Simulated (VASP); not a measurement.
MgSe in VASP 6.6.1, single-point calculation

INCAR

```
ISIF = 2
PREC = Accurate
EDIFF = 1E-7
NSW = 0
NELM = 120
GGA = RP
LWAVE = .FALSE.
ISYM = 3
ENCUT = 520
SIGMA = 0.02
ISMEAR = -1
LCHARG = .FALSE.
NBANDS = 11
LREAL = .FALSE.
IBRION = -1
LASPH = .TRUE.
```

KPOINTS

```
KPOINTS created by Atomic Simulation Environment
0
Gamma
8 8 8
0 0 0
```

POSCAR

```
Mg Se
 1.0000000000000000
     0.0000000000000000    2.7499507232000000    2.7284790408999999
     2.7499507232000000    0.0000000000000000    2.7284790408999999
     2.7499507232000000    2.7499507232000000    0.0000000000000000
 Mg  Se
   1   1
Cartesian
  0.0000000000000000  0.0000000000000000  0.0000000000000000
  2.7499507231999996  2.7499507231999996  2.7284790408999995
```

The recommended PBE PAW datasets give the neutral cell 8 valence electrons.

Command

```
mpirun -np 1 vasp_std
```

**Question.** Predict the outcome of this run.

**Answer.** VASP stopped with an error.

OSZICAR

```
N       E                     dE             d eps       ncg     rms          rms(c)
DAV:   1     0.235482286275E+02    0.23548E+02   -0.33637E+03  1322   0.578E+02
DAV:   2    -0.573618390142E+01   -0.29284E+02   -0.27792E+02  1652   0.946E+01
DAV:   3    -0.722380907313E+01   -0.14876E+01   -0.14852E+01  1576   0.226E+01
DAV:   4    -0.723119367655E+01   -0.73846E-02   -0.73843E-02  1528   0.191E+00
DAV:   5    -0.723123967920E+01   -0.46003E-04   -0.46002E-04  1576   0.150E-01
```

Standard output (part)

```
POSCAR found type information on POSCAR MgSe
 POSCAR found :  2 types and       2 ions
 LDA part: xc-table for (Slater+PW92), standard interpolation
 POSCAR, INCAR and KPOINTS ok, starting setup
 WAVECAR not read
 entering main loop
|                     _     ____    _    _    _____     _                     |
|                    | |   | |_) | | |  | | | |  __    | |                    |
|                    |_|   |  _ <  | |  | | | | |_ |   |_|                    |
|                     _    | |_) | | |__| | | |__| |    _                     |
|     internal error in CHECK_FULL_KPOINTS: KPOINTS_FULL not properly         |
|     initialised                                                             |
|     If you are not a developer, you should not encounter this problem.      |
|     Please submit a bug report.                                             |
```
